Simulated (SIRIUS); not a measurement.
# Sm under changes of volume

One of the cells (34.462 Å³/atom); the others are scaled copies at fixed shape and fractional positions:

```
Sm
1.0
     3.66813    0.00000    0.00000
    -1.83407    3.17670    0.00000
     0.00000    0.00000    5.91492
Sm
2
Direct
  0.66667 0.33333 0.75000
  0.33333 0.66667 0.25000
```

This isn't the form of Sm at room conditions, which is rhombohedral.

| Property | Result |
| --- | --- |
| Program | SIRIUS 7.12.0 |
| Functional | PBE |
| Potentials or basis | all-electron FP-LAPW |
| Cutoff | 168 eV |
| Basis | apw+lo standard |
| k mesh | 8 × 8 × 5 |
| Occupations | fermi-dirac, width 0.05 eV |
| Spin | collinear spin, ferromagnetic start |
| Starting moments | [5.0, 5.0] μB |

```tsv
volume (Å³/atom)	energy over the lowest point (meV/atom)	moment (μB per cell)
31.759	71.31	13.24
32.435	55.27	13.34
33.110	40.55	13.42
34.462	?	?
35.138	7.46	13.53
35.813	0.00	13.54
```

Problem. What does the run at 34.462 Å³/atom give?

Solution. Energy over the lowest point 16.93 meV/atom; moment 13.51 μB per cell.

Worked out: A Birch-Murnaghan fit of order 3 (a polynomial in V^(-2/3)) to the other rows has no minimum within the range. It gives 16.68 meV/atom at 34.462 Å³/atom, against the run's 16.93. A parabola through the other rows of the moment, of slope 0.0442 μB per Å³/atom there, gives 13.52 μB, against the run's 13.51.

Energies are extrapolated to zero smearing.

Caveats: the magnetic or orbital state may not be the lowest.
